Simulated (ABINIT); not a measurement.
Li:

```
Li
1.0
    -1.75465    1.75465    1.75465
     1.75465   -1.75465    1.75465
     1.75465    1.75465   -1.75465
Li
1
Direct
  0.00000 0.00000 0.00000
```

- Program: ABINIT 10.8.3 (patched build)
- Task: relaxation of cell and atoms
- Functional: PBE
- Potentials or basis: PseudoDojo NC SR PBE v0.4 stringent
- Cutoff: 1306 eV
- k mesh: 8 × 8 × 8
- Occupations: fermi-dirac, width 0.05 eV
- Spin: no spin polarisation

At the start: pressure -0.8 GPa; volume 21.61 Å³/atom.

Task: How do energy, volume and symmetry change on relaxing?

Result: Over 4 steps the energy falls by 3.1 meV/atom and the volume is 20.34 Å³/atom (-5.9 %); space group Im-3m (No. 229, to 0.05 Å).

Step by step:
```tsv
step	energy change (eV)	largest force (eV/Å)	pressure (GPa)	volume (Å³)
1	0.0000	0.0000	-0.76	21.61
2	-0.0002	0.0000	-0.73	21.56
3	-0.0031	0.0000	0.04	20.28
4	-0.0031	0.0000	0.00	20.34
```

Final structure:
```
Li
1.0
    -1.71966    1.71966    1.71966
     1.71966   -1.71966    1.71966
     1.71966    1.71966   -1.71966
Li
1
Cartesian
  0.0000 0.0000 0.0000
```

The cell as given is a measured one (21.61 Å³/atom); PBE puts the equilibrium volume -5.9 % from it, thermal expansion not counted.
